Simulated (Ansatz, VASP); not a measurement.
## One calculation of PbSe (Clausthalite), two programs

```
Pb Se
1.0
     0.00000    3.04011    3.04011
     3.04011    0.00000    3.04011
     3.04011    3.04011    0.00000
Pb Se
1 1
Direct
  0.00000 0.00000 0.00000
  0.50000 0.50000 0.50000
```

Change from the starting cell: volume scaled by 0.98.

Alike in both runs: task single point; functional PBE; k mesh 8 × 8 × 8; occupations fermi-dirac, width 0.05 eV; no spin polarisation.

```csv
,VASP,Ansatz
version,VASP 6.6.1,Ansatz 0.2.0
potentials or method,"VASP PAW PBE potentials, release 64 (Pb_d, Se)",Ansatz PAW
plane-wave cutoff (eV),520,420
valence electrons in the cell,20,30
```

|  | VASP | Ansatz | Ansatz less VASP |
| --- | --- | --- | --- |
| gap on the k mesh at the Fermi level (eV) | 0.22 | 0.22 | -0.005 |
| least direct gap on the mesh (eV) | 0.22 | 0.22 | -0.005 |
| pressure (GPa) | 3.6 | 3.6 | +0.01 |

The two sets of potentials don't hold the same shells in valence.

Caveats: spin-orbit coupling is left out, which as a rule narrows the gap of such compounds by several tenths of an eV. A k mesh can miss the band edges.
